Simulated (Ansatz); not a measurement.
## Bands of CuCl

```xyz
2
Lattice="0.0000 2.7101 2.7101 2.7101 0.0000 2.7101 2.7101 2.7101 0.0000" Properties=species:S:1:pos:R:3 pbc="T T T"
Cu    0.0000    0.0000    0.0000
Cl    4.0652    4.0652    4.0652
```

Atoms are numbered in the order listed.

The geometry is COD entry 9013925, unchecked; take it as a test cell.

The calculation used DFT, LDA, all-electron LAPW, scalar-relativistic in Ansatz 0.2.0.

Numerical set-up: a Γ-centred 13×13×13 k mesh, Fermi–Dirac smearing of 0.05 eV, basis error target 0.25 meV/atom, no spin polarisation.

Points in fractions of the reciprocal vectors of this cell: Γ (0, 0, 0), X (-0.5, -0.5, 0), U (-0.375, -0.375, 0.25), K (-0.375, 0, 0.375), L (0, 0, 0.5), W (-0.5, -0.25, 0.25). The path joins them by straight lines in the order Γ–X–U–K–Γ–L–W–X; legs that retrace an earlier one aren't tabulated. Energies are in eV from the top of the valence band.

(1) List the levels at K between -8 and 6 eV.

(2) List the levels at Γ between -8 and 6 eV.

(3) List the levels at L between -8 and 6 eV.

(4) What is the band gap?

## Answers

(1) -6.16, -5.50, -4.88, -1.76, -1.46, -1.38, -1.06, -0.91, 4.10, 5.02.

(2) -4.82 (×3), -1.53 (×2), 0.00 (×3), 0.39.

(3) -6.54, -4.80 (×2), -1.46 (×2), -1.41, -0.57 (×2), 2.75.

(4) 0.39 eV, direct at Γ (so small a gap may close at points that the mesh and path miss).
